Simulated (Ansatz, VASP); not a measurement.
Two plane-wave programs on AlN

The input INCAR:

```
SYSTEM = AlN
PREC     = Accurate       ! precision mode
ENCUT    = 520            ! plane-wave cutoff, eV
EDIFF    = 1E-6           ! SCF threshold, eV
ISMEAR   = 0              ! smearing method
SIGMA    = 0.05           ! smearing width, eV
LREAL    = .False.        ! projectors in reciprocal space
LASPH    = .True.         ! aspherical terms in the spheres
NELM     = 80             ! most SCF steps
ALGO     = Normal         ! electronic algorithm
ISIF     = 2              ! what is computed and relaxed
LWAVE    = .False.        ! write WAVECAR
LCHARG   = .False.        ! write CHGCAR
IBRION   = 2              ! ionic algorithm
NSW      = 50             ! ionic steps
EDIFFG   = -0.01          ! ionic threshold
```

File KPOINTS:

```
Automatic mesh
0
Gamma
  9 9 6
  0 0 0
```

Contents of POSCAR:

```
AlN
1.0
    3.0268000000      0.0000000000      0.0000000000
   -1.5134000000      2.6212856922      0.0000000000
    0.0000000000      0.0000000000      4.5481000000
Al N
2 2
Direct
    0.3333333333      0.6666666667      0.0015210172
    0.6666666667      0.3333333333      0.5015210172
    0.3333333333      0.6666666667      0.3834789828
    0.6666666667      0.3333333333      0.8834789828
```

Input for Ansatz:

```yaml
crystal:
  lattice:
    - [3.0268, 0.0, 0.0]
    - [-1.5134, 2.6212856922, 0.0]
    - [0.0, 0.0, 4.5481]
  atoms:
    - { symbol: Al, position: [0.3333333333, 0.6666666667, 0.0015210172] }
    - { symbol: Al, position: [0.6666666667, 0.3333333333, 0.5015210172] }
    - { symbol: "N", position: [0.3333333333, 0.6666666667, 0.3834789828] }
    - { symbol: "N", position: [0.6666666667, 0.3333333333, 0.8834789828] }
basis:
  ecutwfc: 520.0
kpoints:
  mp_grid: { grid: [9, 9, 6] }
hamiltonian:
  xc: lda
  pseudopotentials: { kind: paw, azcp: { folder: soft_1 } }
scf:
  occupations: { method: gaussian, width: 0.05 }
output:
  forces: true
  stress: true
  eigenvalues: true
relax:
  adjacent_minimum: "off"
  f_tol: 0.01
  max_steps: 30
```

Alike in both runs: task relaxation of the atoms; functional LDA; k mesh 9 × 9 × 6; occupations gaussian, width 0.05 eV; no spin polarisation.

|  | VASP | Ansatz |
| --- | --- | --- |
| version | VASP 6.6.1 | Ansatz 0.2.0 |
| potentials or method | VASP PAW LDA potentials, release 64 (Al, N) | scalar-relativistic, plane waves, PAW |
| plane-wave cutoff (eV) | 520 | 520 |
| valence electrons in the cell | 16 | 16 |

```tsv
	VASP	Ansatz	Ansatz less VASP
gap on the k mesh at the Fermi level, each at its own relaxed structure (eV)	4.81	4.83	+0.020
energy change over the relaxation (meV/atom)	-34	-33	+1.1
```

Ansatz warned: «pseudo_functional_mismatch».

Caveats: an odd mesh through Γ misses points on the zone boundary, where band edges often lie.
